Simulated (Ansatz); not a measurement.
# C (flat sheet): the cost of one run

Computed with Ansatz 0.2.0 (DFT PBE, scalar-relativistic, plane waves, PAW, unless a step's input says otherwise).

3 further runs of the same task are left out: 3 set aside as unsound or not needed.

### 1 Starting point

It takes space group P6/mmm (No. 191, hexagonal). Conventional cell: a = 2.467 Å, b = 2.467 Å, c = 23.800 Å, α = 90.00°, β = 90.00°, γ = 120.00°. Around C (site symmetry -6m2) lie 3 C at 1.42 Å.

Coordinates:

```cif
data_structure
_symmetry_space_group_name_H-M 'P 1'
_symmetry_Int_Tables_number 1
_cell_length_a 2.4665
_cell_length_b 2.4665
_cell_length_c 23.8000
_cell_angle_alpha 90.000
_cell_angle_beta 90.000
_cell_angle_gamma 120.000
_cell_volume 125.39
loop_
_atom_site_label
_atom_site_type_symbol
_atom_site_fract_x
_atom_site_fract_y
_atom_site_fract_z
_atom_site_occupancy
C1 C 0.33333 0.66667 0.37815 1
C2 C 0.66667 0.33333 0.37815 1
```

This sheet was relaxed beforehand with the same method; its gap on the mesh is none (metal).

### 2 The zigzag ribbon, N = 5

The ribbon is cut from the relaxed sheet, periodic along c; N counts formula units a period. The edge energy is the mean of both edges over the sheet, -250.9422 eV an atom.

The cell holds 10 C: a = 18.300 Å, b = 9.300 Å, c = 2.467 Å, α = 90.00°, β = 90.00°, γ = 90.00°.

### 3 Relaxing it

Pressure and volume refer to the whole cell with its vacuum; only the period along c may change.

The input, input.yaml:

```yaml
crystal:
  lattice:
    - [18.3, 0.0, 0.0]
    - [0.0, 9.3, 0.0]
    - [0.0, 0.0, 2.4665273475]
  atoms:
    - { symbol: C, position: [0.286003381, 0.5, 0.5] }
    - { symbol: C, position: [0.4027288096, 0.5, 0.0] }
    - { symbol: C, position: [0.5194542381, 0.5, 0.5] }
    - { symbol: C, position: [0.6361796666, 0.5, 0.0] }
    - { symbol: C, position: [0.7529050951, 0.5, 0.5] }
    - { symbol: C, position: [0.2470949049, 0.5, 0.0] }
    - { symbol: C, position: [0.3638203334, 0.5, 0.5] }
    - { symbol: C, position: [0.4805457619, 0.5, 0.0] }
    - { symbol: C, position: [0.5972711904, 0.5, 0.5] }
    - { symbol: C, position: [0.713996619, 0.5, 0.0] }
basis:
  ecutwfc: 420
kpoints:
  mp_grid: { grid: [1, 1, 22] }
hamiltonian:
  xc: pbe
scf:
  occupations: { method: gaussian, width: 0.05 }
output:
  forces: true
  stress: true
  eigenvalues: true
  populations: true
  write_density: true
  write_potential: true
  elf: true
  volumetric_format: npy
relax:
  adjacent_minimum: "off"
  f_tol: 0.02
  max_steps: 45
  cell: { fix: [a, b, alpha, beta, gamma], stress_tol: 0.03 }
```

Started as:

```console
ansatz run input.yaml --threads 4 --pin off --max-ram 12288MiB --backend cpu --events-out ev --progress --plain --runs-dir out
```

What time and memory should one allow on 4 threads of Intel Xeon 6975P-C (Granite Rapids), shared host?

About 21 s, with a peak of 0.89 GiB.
